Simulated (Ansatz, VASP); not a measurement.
**One calculation of TaN, two programs**

```
Ta N
1.0
     0.00000    2.21014    2.21014
     2.21014    0.00000    2.21014
     2.21014    2.21014    0.00000
Ta N
1 1
Direct
  0.49891 0.50109 0.50109
  0.01403 0.98597 0.98597
```

Change from the starting cell: mode 4 frozen in at -0.061 Å, equal normal strain along x, y and z +0.0167.

Alike in both runs: task single point; functional LDA; k mesh 18 × 18 × 18; occupations gaussian, width 0.15 eV; no spin polarisation.

|  | VASP | Ansatz |
| --- | --- | --- |
| version | VASP 6.6.1 | Ansatz 0.2.0 |
| potentials or method | VASP PAW LDA potentials, release 64 (Ta_pv, N) | scalar-relativistic, plane waves, PAW |
| plane-wave cutoff (eV) | 520 | 520 |
| valence electrons in the cell | 16 | 18 |

|  | VASP | Ansatz | Ansatz less VASP |
| --- | --- | --- | --- |
| gap on the k mesh at the Fermi level (eV) | none | none | - |
| pressure (GPa) | -14.2 | -16.1 | -1.89 |
| largest component of the traceless stress (GPa) | 1.36 | 1.34 | -0.019 |
| rms of the force components (eV/Å) | 0.254 | 0.250 | -0.0040 |

Atom by atom the forces differ by 0.004 eV/Å (rms over components). A gap of «none» marks a metal or a gap that the smearing closes. The two sets of potentials don't hold the same shells in valence. Ansatz warned: «pseudo_functional_mismatch».

The runs have no spin-orbit coupling, so splittings on Ta are missing.
